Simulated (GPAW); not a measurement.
The system is LiF (Griceite).

```
F Li
1.0
     0.00000    2.01400    2.01400
     2.01400    0.00000    2.01400
     2.01400    2.01400    0.00000
F Li
1 1
Direct
  0.50000 0.50000 0.50000
  0.00000 0.00000 0.00000
```

Program: GPAW 26.7.0. Alike in all runs: no spin polarisation; cell as given; k mesh 11 × 11 × 11; cutoff (eV) 800; smearing fermi-dirac 0.05 eV.

**Question.** Order these runs on this cell by their pressure, lowest first.
A. level PBE; potentials or basis GPAW PAW data sets (gpaw-data 1.2.1), pw
B. level LDA; potentials or basis PAW data sets generated in the run's folder for this functional, pw; band path GXWKGLUWLK,UX; band points 60
C. level PBEint; potentials or basis PAW data sets generated in the run's folder for this functional, pw; band path GXWKGLUWLK,UX; band points 100

**Answer.** B (-8.0 GPa), C (-0.1 GPa), A (2.0 GPa).
